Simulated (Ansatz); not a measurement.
ZnF2 (started from an entry of an open crystallographic database), relaxed with r2SCAN in the PAW code Ansatz. Space group P4_2/mnm (No. 136), tetragonal; a = 4.703 Å, c = 3.127 Å in the conventional setting, 11.53 Å³ an atom. Zn is surrounded by 6 F at 2.02–2.04 Å; F is surrounded by 3 Zn at 2.02–2.04 Å.

The axes x, y and z are those of this cell:
```yaml
crystal:
  lattice:
    - [4.70336, 0.00000, 0.00000]
    - [0.00000, 4.70336, 0.00000]
    - [0.00000, 0.00000, 3.12679]
  atoms:
    - { symbol: Zn, position: [0.00000, 0.00000, 0.00000] }
    - { symbol: Zn, position: [0.50000, 0.50000, 0.50000] }
    - { symbol: F, position: [0.30319, 0.30319, 0.00000] }
    - { symbol: F, position: [0.19681, 0.80319, 0.50000] }
    - { symbol: F, position: [0.69681, 0.69681, 0.00000] }
    - { symbol: F, position: [0.80319, 0.19681, 0.50000] }
```

Unstrained: PBE gives a direct gap of 3.584 eV at Γ. The r2SCAN gap is direct at Γ: 4.278 eV. HSE06 gives an indirect gap of 6.157 eV, from R to Γ; the least direct gap is 6.172 eV at Γ. Least and direct gap differ so little that the kind isn't settled. Meshes: PBE 6×6×8, r2SCAN 6×6×8, HSE06 4×4×6. Strains are changes of length per length. After each strain the atoms were relaxed again with r2SCAN within the symmetry that the strain leaves, so tilts or polar shifts that break it weren't tested; points keep the names that they have in the unstrained zone. (Simulation; spin polarisation is off.)

Problem. Apply isotropic -5.75 % on every length. How far does the gap move, against the unstrained cell?

Solution. PBE: the gap goes from 3.584 to 3.851 eV (+0.267 eV); with r2SCAN the top three valence levels at Γ, grouped 1+2 from the top over 368 meV, become 1+2 over 720 meV. r2SCAN: the gap goes from 4.278 to 4.545 eV (+0.267 eV). HSE06: the gap goes from 6.157 to 6.532 eV (+0.375 eV); it turns from indirect (R → Γ) to direct (Γ); least and direct gap lie within 0.04 eV, so its kind isn't settled. The r2SCAN energy rises by 159.2 meV an atom.

Problem. Apply uniaxial +4.86 % along z, other directions held. How far does the gap move, against the unstrained cell?

Solution. PBE: the gap goes from 3.584 to 3.437 eV (-0.147 eV); with r2SCAN the top three valence levels at Γ, grouped 1+2 from the top over 368 meV, become 1+2 over 398 meV. r2SCAN: the gap goes from 4.278 to 4.132 eV (-0.146 eV). HSE06: the gap goes from 6.157 to 5.916 eV (-0.241 eV). The r2SCAN energy rises by 16.0 meV an atom.

Problem. Apply isotropic +5.75 % on every length. How far does the gap move, against the unstrained cell?

Solution. PBE: the gap goes from 3.584 to 3.307 eV (-0.277 eV); it turns from direct (Γ) to indirect (R → Γ). r2SCAN: the gap goes from 4.278 to 4.009 eV (-0.269 eV); it turns from direct (Γ) to indirect (R → Γ). HSE06: the gap goes from 6.157 to 5.654 eV (-0.503 eV). The r2SCAN energy rises by 102.7 meV an atom.

The meshes of the hybrids are coarse, so their gaps aren't converged to the digits shown.

The splittings at Γ are without spin-orbit coupling, which regroups them where it is of like size or larger.
